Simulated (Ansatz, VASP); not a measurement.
## Pd in VASP and in Ansatz

The input INCAR:

```
ALGO = Normal ; EDIFF = 1E-7
ENCUT = 520 ; GGA = PS
ISIF = 2 ; ISMEAR = -1
LASPH = True ; LCHARG = False
LREAL = False ; LWAVE = False
NBANDS = 17 ; NELM = 100
PREC = Accurate ; SIGMA = 0.05
```

Contents of KPOINTS:

```
k-points
0
Gamma
  11 11 6
```

The input POSCAR:

```
Pd
1.0
    2.7460433387      0.0000000000      0.0000000000
   -1.3730216694      2.3781432912      0.0000000000
    0.0000000000      0.0000000000      4.5663327230
Pd
2
Direct
    0.3333333333      0.6666666667      0.2500000000
    0.6666666667      0.3333333333      0.7500000000
```

File input.yaml:

```yaml
crystal:
  lattice:
    - [2.7460433387, 0.0, 0.0]
    - [-1.3730216694, 2.3781432912, 0.0]
    - [0.0, 0.0, 4.566332723]
  atoms:
    - { symbol: Pd, position: [0.3333333333, 0.6666666667, 0.25] }
    - { symbol: Pd, position: [0.6666666667, 0.3333333333, 0.75] }
hamiltonian:
  xc: pbesol
  pseudopotentials: { kind: paw }
kpoints:
  mp_grid: { grid: [11, 11, 6] }
scf:
  occupations: { method: fermi_dirac, width: 0.05 }
output:
  forces: true
  stress: true
  eigenvalues: true
  write_density: true
  write_potential: true
  elf: true
  volumetric_format: npy
```

Change from the starting cell: volume scaled by 0.96.

Alike in both runs: task single point; functional PBEsol; k mesh 11 × 11 × 6; occupations fermi-dirac, width 0.05 eV; no spin polarisation.

|  | VASP | Ansatz |
| --- | --- | --- |
| version | VASP 6.6.1 | Ansatz 0.2.0 |
| potentials or method | VASP PAW PBE potentials, release 64 (Pd) | Ansatz PAW |
| plane-wave cutoff (eV) | 520 | 420 |
| valence electrons in the cell | 20 | 36 |

|  | VASP | Ansatz | Ansatz less VASP |
| --- | --- | --- | --- |
| gap on the k mesh at the Fermi level (eV) | none | none | - |
| pressure (GPa) | -4.1 | -3.8 | +0.31 |
| largest component of the traceless stress (GPa) | 0.26 | 0.31 | +0.055 |

A gap of «none» marks a metal or a gap that the smearing closes. The functional is the same, so the differences come from potentials, cutoffs and numerics. The two sets of potentials don't hold the same shells in valence.

Caveats: the PAW data sets were made with another functional, which shifts forces and pressure a little (VASP); the PAW data sets come from PBE, with cores solved anew for the run's functional, which leaves a small shift of forces and pressure (Ansatz).
